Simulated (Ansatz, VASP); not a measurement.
One calculation of MgS, two programs

The input INCAR:

```
SYSTEM = MgS
  PREC = Accurate
  ENCUT = 520
  EDIFF = 1E-7
  ISMEAR = 0
  SIGMA = 0.05
  LREAL = .FALSE.
  LASPH = .TRUE.
  NELM = 100
  ALGO = Fast
  ISIF = 2
  LWAVE = .FALSE.
  LCHARG = .FALSE.
  GGA = PS
  NBANDS = 11
```

File KPOINTS:

```
regular mesh
0
G
  8 8 8
  0 0 0
```

The input POSCAR:

```
MgS
1.0
    0.0000000000      2.8331200468      2.8331200468
    2.8331200468      0.0000000000      2.8331200468
    2.8331200468      2.8331200468      0.0000000000
Mg S
1 1
Direct
    0.0000000000      0.0000000000      0.0000000000
    0.7500000000      0.7500000000      0.7500000000
```

Input for Ansatz:

```yaml
crystal:
  lattice:
    - [0.0, 2.8331200468, 2.8331200468]
    - [2.8331200468, 0.0, 2.8331200468]
    - [2.8331200468, 2.8331200468, 0.0]
  atoms:
    - { symbol: Mg, position: [0.0, 0.0, 0.0] }
    - { symbol: S, position: [0.75, 0.75, 0.75] }
basis:
  ecutwfc: 420
kpoints:
  mp_grid: { grid: [8, 8, 8] }
hamiltonian:
  xc: pbesol
scf:
  occupations: { method: gaussian, width: 0.05 }
output:
  forces: true
  stress: true
  eigenvalues: true
```

The cell comes from a database or a generator and needn't be the stable form of this composition.

Alike in both runs: task single point; functional PBEsol; k mesh 8 × 8 × 8; occupations gaussian, width 0.05 eV; no spin polarisation.

|  | VASP | Ansatz |
| --- | --- | --- |
| version | VASP 6.6.1 | Ansatz 0.2.0 |
| potentials or method | VASP PAW PBE potentials, release 64 (Mg, S) | scalar-relativistic, plane waves, PAW |
| plane-wave cutoff (eV) | 520 | 420 |
| valence electrons in the cell | 8 | 16 |

```csv
,VASP,Ansatz,Ansatz less VASP
gap on the k mesh at the Fermi level (eV),3.29,3.28,-0.002
least direct gap on the mesh (eV),3.29,3.28,-0.002
pressure (GPa),-0.5,-0.4,+0.09
```

The two sets of potentials don't hold the same shells in valence.

Caveats: the PAW data sets were made with another functional, which shifts forces and pressure a little (VASP). Expect the measured gap to be larger: semilocal functionals such as PBEsol lack the derivative discontinuity. A k mesh can miss the band edges.
